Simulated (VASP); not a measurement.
# AlGaN2 (P-4m2) in VASP: further runs

Runs on AlGaN2. Level: LDA. Tasks: single point.

All numbers are computed with VASP 6.6.1; they aren't measurements. Logs are shortened: lines on timing, memory, paths and dates and some standing lists are left out, and cuts for length are marked.

**1. The crystal as given**

It takes space group P-4m2 (No. 115, tetragonal). The conventional cell has a = 3.141 Å, b = 3.141 Å, c = 4.424 Å, α = 90.00°, β = 90.00°, γ = 90.00°. Around Al (site symmetry -4m2) lie 4 N at 1.89 Å. Ga (site symmetry -4m2) is surrounded by 4 N at 1.95 Å. Around N (site symmetry 2mm) lie 2 Al at 1.89 Å and 2 Ga at 1.95 Å.

The cell comes from a database or a generator and needn't be the stable form of this composition.

**2. Single point, LDA**

INCAR reads:

```
SYSTEM = AlGaN2
ALGO     = Normal         ! electronic algorithm
EDIFF    = 1E-7           ! SCF threshold, eV
ENCUT    = 520            ! plane-wave cutoff, eV
ISIF     = 2              ! what is computed and relaxed
ISMEAR   = 0              ! smearing method
LASPH    = .True.         ! aspherical terms in the spheres
LCHARG   = .False.        ! write CHGCAR
LREAL    = .False.        ! projectors in reciprocal space
LWAVE    = .False.        ! write WAVECAR
NBANDS   = 21             ! bands
NELM     = 100            ! most SCF steps
PREC     = Accurate       ! precision mode
SIGMA    = 0.05           ! smearing width, eV
```

KPOINTS reads:

```
k-points
0
Gamma
  8 8 6
  0 0 0
```

POSCAR reads:

```
AlGaN2
1.0
    3.1408770487      0.0000000000      0.0000000000
    0.0000000000      3.1408770487      0.0000000000
    0.0000000000      0.0000000000      4.4238379400
Al Ga N
1 1 2
Direct
    0.5000000000      0.5000000000      0.5000000000
    0.0000000000      0.0000000000      0.0000000000
    0.5000000000      0.0000000000      0.7382648100
    0.0000000000      0.5000000000      0.2617351900
```

Potentials or basis: VASP PAW LDA potentials, release 64 (Al, Ga_d, N).

On the command line:

```bash
cat potpaw_LDA.64/Al/POTCAR potpaw_LDA.64/Ga_d/POTCAR potpaw_LDA.64/N/POTCAR > POTCAR
mpirun -np 1 vasp_std > vasp.out
```

OUTCAR:

```text
SYSTEM = AlGaN2
   EDIFF = 1E-7
   ENCUT = 520
   ISIF = 2
   ISMEAR = 0
   LASPH = .True.
   LREAL = .False.
   NELM = 100
   PREC = Accurate

 ion  position               nearest neighbor table
   1  0.500  0.500  0.500-   3 1.89   4 1.89   3 1.89   4 1.89   2 3.13   2 3.13   2 3.13   2 3.13
                             2 3.13   2 3.13   2 3.13   2 3.13
   2  0.000  0.000  0.000-   3 1.95   4 1.95   4 1.95   3 1.95   1 3.13   1 3.13   1 3.13   1 3.13
                             1 3.13   1 3.13   1 3.13   1 3.13
   3  0.500  0.000  0.738-   1 1.89   1 1.89   2 1.95   2 1.95
   4  0.000  0.500  0.262-   1 1.89   1 1.89   2 1.95   2 1.95

  LATTYP: Found a simple tetragonal cell.
 ALAT       =     3.1408770487
 C/A-ratio  =     1.4084721788

  Lattice vectors:

 A1 = (   3.1408770487,   0.0000000000,   0.0000000000)
 A2 = (   0.0000000000,   3.1408770487,   0.0000000000)
 A3 = (   0.0000000000,   0.0000000000,   4.4238379400)

Analysis of symmetry for initial positions (statically):
=====================================================================
 Subroutine PRICEL returns:
 Original cell was already a primitive cell.

 Routine SETGRP: Setting up the symmetry group for a
 simple tetragonal supercell.

 Subroutine GETGRP returns: Found  8 space group operations
 (whereof  8 operations were pure point group operations)
 out of a pool of 16 trial point group operations.

The static configuration has the point symmetry D_2d.

Analysis of symmetry for dynamics (positions and initial velocities):
=====================================================================
 Subroutine PRICEL returns:
 Original cell was already a primitive cell.

 Routine SETGRP: Setting up the symmetry group for a
 simple tetragonal supercell.

 Subroutine GETGRP returns: Found  8 space group operations
 (whereof  8 operations were pure point group operations)
 out of a pool of 16 trial point group operations.

The dynamic configuration has the point symmetry D_2d.

 Subroutine INISYM returns: Found  8 space group operations
 (whereof  8 operations are pure point group operations),
 and found     1 'primitive' translations

----------------------------------------------------------------------------------------

                                     Primitive cell

  volume of cell :      43.6416

  direct lattice vectors                    reciprocal lattice vectors
     3.140877049  0.000000000  0.000000000     0.318382409  0.000000000  0.000000000
     0.000000000  3.140877049  0.000000000     0.000000000  0.318382409  0.000000000
     0.000000000  0.000000000  4.423837940     0.000000000  0.000000000  0.226048064

  length of vectors
     3.140877049  3.140877049  4.423837940     0.318382409  0.318382409  0.226048064

  position of ions in fractional coordinates (direct lattice)
     0.500000000  0.500000000  0.500000000
     0.000000000  0.000000000  0.000000000
     0.500000000  0.000000000  0.738264810
     0.000000000  0.500000000  0.261735190

  ion indices of the primitive-cell ions
   primitive index   ion index
                 1           1
                 2           2
                 3           3
                 4           4

----------------------------------------------------------------------------------------

 KPOINTS: k-points

Automatic generation of k-mesh.
 Grid dimensions read from file:
 generate k-points for:    8    8    6

 Generating k-lattice:

  Cartesian coordinates                     Fractional coordinates (reciprocal lattice)
     0.039797801  0.000000000  0.000000000     0.125000000  0.000000000  0.000000000
     0.000000000  0.039797801  0.000000000     0.000000000  0.125000000  0.000000000
     0.000000000  0.000000000  0.037674677     0.000000000  0.000000000  0.166666667

  Length of vectors
     0.039797801  0.039797801  0.037674677

  Shift w.r.t. Gamma in fractional coordinates (k-lattice)
     0.000000000  0.000000000  0.000000000

 Subroutine IBZKPT returns following result:
 ===========================================

 Found     60 irreducible k-points:

 Following reciprocal coordinates:
            Coordinates               Weight
  0.000000  0.000000  0.000000      1.000000
  0.125000  0.000000  0.000000      4.000000
  0.250000  0.000000  0.000000      4.000000
  0.375000  0.000000  0.000000      4.000000
  0.500000  0.000000  0.000000      2.000000
  0.125000  0.125000  0.000000      4.000000
[... 16 lines left out ...]
  0.375000  0.125000  0.166667     16.000000
  0.500000  0.125000  0.166667      8.000000
 [... further k-points ...]
   k-points           NKPTS =     60   k-points in BZ     NKDIM =     60   number of bands    NBANDS=     21
   number of dos      NEDOS =    301   number of ions     NIONS =      4
   total plane-waves  NPLWV =  20736
   dimension x,y,z NGX =    24 NGY =   24 NGZ =   36
   dimension x,y,z NGXF=    48 NGYF=   48 NGZF=   72
   ions per type =               1   1   2
   NGX,Y,Z   is equivalent  to a cutoff of  12.70, 12.70, 13.53 a.u.
   NGXF,Y,Z  is equivalent  to a cutoff of  25.41, 25.41, 27.06 a.u.
 SYSTEM =  AlGaN2
   PREC   = accura    normal or accurate (medium, high low for compatibility)
   ISTART =      0    job   : 0-new  1-cont  2-samecut
   ICHARG =      2    charge: 1-file 2-atom 10-const
   ISPIN  =      1    spin polarized calculation?
   LNONCOLLINEAR =      F non collinear calculations
   LSORBIT =      F    spin-orbit coupling
   LASPH  =      T    aspherical Exc in radial PAW
   ENCUT  =  520.0 eV  38.22 Ry    6.18 a.u.   5.84  5.84  8.23*2*pi/ulx,y,z
   NELM   =    100;   NELMIN=  2; NELMDL= -5     # of ELM steps
   EDIFF  = 0.1E-06   stopping-criterion for ELM
   LREAL  =      F    real-space projection
   EDIFFG = 0.1E-05   stopping-criterion for IOM
   NSW    =      0    number of steps for IOM
   IBRION =     -1    ionic relax: 0-MD 1-quasi-New 2-CG
   NFREE  =      0    steps in history (QN), initial steepest desc. (CG)
   ISIF   =      2    stress and relaxation
   ISYM   =      2    0-nonsym 1-usesym 2-fastsym
   POTIM  = 0.5000    time-step for ionic-motion
   TEBEG  =    0.0;   TEEND  =   0.0 temperature during run
   PSTRESS=    0.0 pullay stress
   NELECT =      26.0000    total number of electrons
   NUPDOWN=      -1.0000    fix difference up-down
   EMIN   =  10.00;   EMAX   =-10.00  energy-range for DOS
   EFERMI =   0.00;   METHOD = LEGACY
   ISMEAR =     0;   SIGMA  =   0.05  broadening in eV -4-tet -1-fermi 0-gaus
   EFERMI_NEDOS =   21; number of points for ismear=-14 and -15
   IALGO  =     38    algorithm
   IMIX   =      4    mixing-type and parameters
     AMIX     =   0.40;   BMIX     =  1.00
     AMIX_MAG =   1.60;   BMIX_MAG =  1.00
  volume/ion in A,a.u.               =      10.91        73.63
  Fermi-wavevector in a.u.,A,eV,Ry     =   1.377523  2.603141 25.818009  1.897570
  Thomas-Fermi vector in A             =   2.502669
   LORBIT       =      0    0 simple, 1 ext, 2 COOP (PROOUT), +10 PAW based schemes
   GGA     = CA    functional components
   LHFCALC =     F    Hartree Fock is set to
   AEXX    =    0.0000 exact exchange contribution
   IVDW    =     0    specifies the selected vdW correction
   LEPSILON=     F    determine dielectric tensor
   LRPA    =     F    only Hartree local field effects (RPA)
 non-spin polarized calculation
 Gauss-broadening in eV      SIGMA  =   0.05
  energy-cutoff  :      520.00
  volume of cell :       43.64
 maximum number of plane-waves:      1208
 NGX is ok and might be reduce to    24
   NGX = 11   NGY = 11   NGZ = 17

 number of electron      25.9999985 magnetization

 Free energy of the ion-electron system (eV)
  ---------------------------------------------------
  ext. energy  EPLUGINS =         0.00000000
  ---------------------------------------------------
  free energy    TOTEN  =       -30.30313088 eV

  energy without entropy =      -30.30313088  energy(sigma->0) =      -30.30313088

 E-fermi :   5.6221     XC(G=0): -11.7233

 val. band max:        5.3905161879   @ k =   0.0000   0.0000   0.0000
 cond. band min:       8.2587154828   @ k =   0.0000   0.0000   0.0000
 fundamental gap:      2.8681992949
 Fermi energy:         5.6220766415

 k-point     1 :       0.0000    0.0000    0.0000
  band No.  band energies     occupation
      1      -9.9676      2.00000
      2      -8.6486      2.00000
      3      -7.7089      2.00000
      4      -7.7089      2.00000
      5      -7.6646      2.00000
      6      -7.5092      2.00000
[... 13 lines left out ...]
     20      17.9433      0.00000
     21      20.0824      0.00000

 k-point     2 :       0.1250    0.0000    0.0000
  band No.  band energies     occupation
      1      -9.8332      2.00000
      2      -8.6464      2.00000
      3      -7.7166      2.00000
      4      -7.7063      2.00000
      5      -7.6403      2.00000
      6      -7.5203      2.00000
[... 13 lines left out ...]
     20      17.7608      0.00000
     21      19.6636      0.00000

 k-point     3 :       0.2500    0.0000    0.0000
  band No.  band energies     occupation
      1      -9.4795      2.00000
      2      -8.6518      2.00000
      3      -7.7001      2.00000
      4      -7.6997      2.00000
      5      -7.5551      2.00000
      6      -7.5471      2.00000
[... 13 lines left out ...]
     20      17.2365      0.00000
     21      18.6789      0.00000
[... 457 lines left out ...]
 k-point    23 :       0.3750    0.1250    0.1667
  band No.  band energies     occupation
      1      -8.9828      2.00000
      2      -8.6580      2.00000
      3      -7.7045      2.00000
      4      -7.6167      2.00000
      5      -7.5937      2.00000
      6      -7.1976      2.00000
[... 13 lines left out ...]
     20      17.3673      0.00000
     21      17.6501      0.00000

 k-point    24 :       0.5000    0.1250    0.1667
  band No.  band energies     occupation
      1      -8.8484      2.00000
      2      -8.6751      2.00000
      3      -7.6981      2.00000
      4      -7.6060      2.00000
      5      -7.6029      2.00000
      6      -6.8210      2.00000
[... 13 lines left out ...]
     20      17.4178      0.00000
     21      17.4376      0.00000

 [... further k-points ...]

------------------------ aborting loop because EDIFF is reached ----------------------------------------

  FORCE on cell =-STRESS in cart. coord.  units (eV):
  Direction    XX          YY          ZZ          XY          YZ          ZX
  --------------------------------------------------------------------------------------
  -------------------------------------------------------------------------------------
  Total       -1.1231713     -1.1231713     -1.1745764      0.0000000      0.0000000      0.0000000
  in kB      -41.2340016    -41.2340016    -43.1211917      0.0000000      0.0000000      0.0000000
  external PRESSURE =     -41.8630650 kB  Pullay stress =       0.0000000 kB

 VOLUME and BASIS-vectors are now :
 -----------------------------------------------------------------------------
  energy-cutoff  :      520.00
  volume of cell :       43.64
      direct lattice vectors                 reciprocal lattice vectors
     3.140877049  0.000000000  0.000000000     0.318382409  0.000000000  0.000000000
     0.000000000  3.140877049  0.000000000     0.000000000  0.318382409  0.000000000
     0.000000000  0.000000000  4.423837940     0.000000000  0.000000000  0.226048064

 POSITION                                       TOTAL-FORCE (eV/Angst)
 -----------------------------------------------------------------------------------
      1.57044      1.57044      2.21192        -0.000000      0.000000      0.000000
      0.00000      0.00000      0.00000        -0.000000     -0.000000      0.000000
      1.57044      0.00000      3.26596         0.000000     -0.000000      0.168778
      0.00000      1.57044      1.15787        -0.000000     -0.000000     -0.168778
 -----------------------------------------------------------------------------------
    total drift:                                0.000000      0.000000     -0.000000

  FREE ENERGIE OF THE ION-ELECTRON SYSTEM (eV)
  ---------------------------------------------------
  free  energy   TOTEN  =       -30.3031308843 eV

  energy  without entropy=      -30.3031308843  energy(sigma->0) =      -30.30313088
```

Wall time 26 s (1 thread of Intel Xeon Platinum 8259CL at 2.50GHz (Skylake/Cascade Lake), shared host); peak memory 0.17 GiB.

Results:

```yaml
Free_energy: -30.3031 eV
Pressure: -4.2 GPa
Largest_force: 0.169 eV/Å
Band_gap_on_the_k_mesh: 2.87 eV, direct
```

Forces on the atoms (eV/Å):
```
Al   0.000  0.000  0.000
Ga   0.000  0.000  0.000
N    0.000  0.000  0.169
N    0.000  0.000 -0.169
```

A k mesh can miss the band edges.

**3. Single point, LDA**

INCAR reads:

```
  PREC = Accurate
  ENCUT = 520
  EDIFF = 1E-6
  ISMEAR = 0
  SIGMA = 0.05
  LREAL = F
  LASPH = T
  NELM = 100
  ALGO = Normal
  ISIF = 2
  LWAVE = F
  LCHARG = F
  GGA = CA
  NBANDS = 21
```

KPOINTS reads:

```
regular mesh
0
Gamma
  8 8 6
```

POSCAR is that of step 2.

Potentials or basis: VASP PAW LDA potentials, release 64 (Al, Ga_d, N).

On the command line:

```bash
cat potpaw_LDA.64/Al/POTCAR potpaw_LDA.64/Ga_d/POTCAR potpaw_LDA.64/N/POTCAR > POTCAR
mpirun -np 1 vasp_std > vasp.out
```

Wall time 24 s (1 thread of Intel Xeon Platinum 8259CL at 2.50GHz (Skylake/Cascade Lake), shared host); peak memory 0.18 GiB.

The run converged. Its results:

* Free energy: -30.3031 eV
* Pressure: -4.2 GPa
* Largest force: 0.169 eV/Å
* Band gap on the k mesh: 2.87 eV, direct

Forces on the atoms (eV/Å):
```
Al   0.000  0.000  0.000
Ga   0.000  0.000  0.000
N    0.000  0.000  0.169
N    0.000  0.000 -0.169
```

Stress tensor (GPa, compression positive):
```
-4.12  0.00  0.00
 0.00 -4.12  0.00
 0.00  0.00 -4.31
```

Levels at points of the mesh, in eV from the valence-band top:
```csv
k point,band 10,band 11,band 12,band 13,band 14,band 15,band 16,band 17
"(0.00, 0.00, 0.00)",-2.34,-0.24,0.00,0.00,2.87,3.50,7.45,11.06
"(0.50, 0.00, 0.00)",-2.96,-2.91,-0.99,-0.69,7.01,7.05,7.93,8.27
"(0.50, 0.50, 0.00)",-2.29,-2.28,-2.28,-2.27,3.23,3.23,6.15,8.61
"(0.00, 0.00, 0.50)",-1.56,-1.56,-1.01,-1.01,5.19,5.34,7.78,9.07
"(0.50, 0.00, 0.50)",-0.97,-0.87,-0.62,-0.57,5.10,6.48,9.07,9.35
"(0.50, 0.50, 0.50)",-4.01,-3.27,-3.25,-3.25,6.11,6.11,8.66,10.71
```
